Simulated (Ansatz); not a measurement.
Consider CsBr in the CsCl type structure (space group Pm-3m, No. 221; a = 4.242 Å). Axes: x, y, z lie along the cube axes.

Computed with DFT with PBEsol, PAW potentials and a 420 eV plane-wave cutoff in Ansatz (a quantum-chemistry and plane-wave program), without spin-orbit coupling.

Base values:

| Property | Result |
|---|---|
| Pressure | 0.00 GPa |
| Band gap | 4.45 eV |

The change: tensile biaxial strain of 4.18 % in the plane normal to [001], as in epitaxy on a mismatched substrate; the out-of-plane cell vector and the atoms relax.

Problem. What happens to the ratio −ε⊥/ε∥, pressure, energy relative to the base and band gap?

Solution. The ratio −ε⊥/ε∥ comes out as 0.41; the pressure (mean of the normal stresses, compression positive) goes from zero to -0.86 GPa; the energy grows by 14 meV/atom; the band gap decreases by 0.43 eV to 4.02 eV.

Stability against distortions was not tested.
